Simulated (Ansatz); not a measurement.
Al in several cubic structure types, each at its own equilibrium volume.

The calculation used PBE, plane waves, PAW datasets (generated hard set) (Ansatz 0.2.0 development build).

Settings: cutoff 700 eV; no spin polarisation; Fermi–Dirac smearing of 0.0612 eV; k-meshes 16³ (diamond), 20³ (simple cubic).

Problem. Rank the structures by energy per atom, lowest first.
A. simple cubic
B. diamond

Solution. A (0.0 meV/atom), B (373 meV/atom).

Problem. Give the equilibrium volume and bulk modulus of each.

Solution. 
| structure | V₀ (Å³/atom) | B₀ (GPa) |
| --- | --- | --- |
| diamond | 27.63 | 37 |
| simple cubic | 20.16 | 57 |

Only these cubic types are compared here; the real ground state can be another structure or magnetic.

Model structures, not the usual forms at ambient conditions (metastable or hypothetical): Al (diamond type), Al (simple cubic type). The k-mesh is modest, so these values aren't fully converged in k.
